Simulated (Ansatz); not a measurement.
The system is Hf2S.

```
CELL_PARAMETERS angstrom
3.37427 0.00000 0.00000
-1.68714 2.92221 0.00000
0.00000 0.00000 11.71741
ATOMIC_POSITIONS crystal
Hf 0.33333 0.66667 0.10019
Hf 0.66667 0.33333 0.60019
Hf 0.33333 0.66667 0.39981
Hf 0.66667 0.33333 0.89981
S 0.00000 0.00000 0.25000
S 0.00000 0.00000 0.75000
```

The cell comes from a database or a generator and needn't be the stable form of this composition.

Base run:

| Property | Result |
| --- | --- |
| Program | Ansatz 0.2.0 |
| Functional | PBEsol |
| Potentials or basis | Ansatz PAW |
| Cutoff | 420 eV (not typed: the program's choice for these potentials) |
| k mesh | 9 × 9 × 3 |
| Occupations | fermi-dirac, width 0.05 eV |
| Spin | no spin polarisation |
| Hubbard terms | Hf d U = 5 eV |

Its results: band gap on the k mesh none (metal or under the smearing width); pressure 3.4 GPa; largest force 0.113 eV/Å.

Task: After a change of settings the same cell gave: band gap on the k mesh none (metal or under the smearing width); pressure 0.7 GPa; largest force 0.158 eV/Å. Which change was it?
A. hubbard terms from Hf d U = 5 eV to Hf d U = 8 eV
B. hubbard terms from Hf d U = 5 eV to Hf d U = 3 eV
C. hubbard terms from Hf d U = 5 eV to none; hubbard projectors from ortho-atomic (the default) to none

Result: B.

Caveats: U without spin polarisation on a metal has little footing; the PAW data sets come from PBE, with cores solved anew for the run's functional, which leaves a small shift of forces and pressure; the density of states is complete only up to the lowest level of the last band computed.
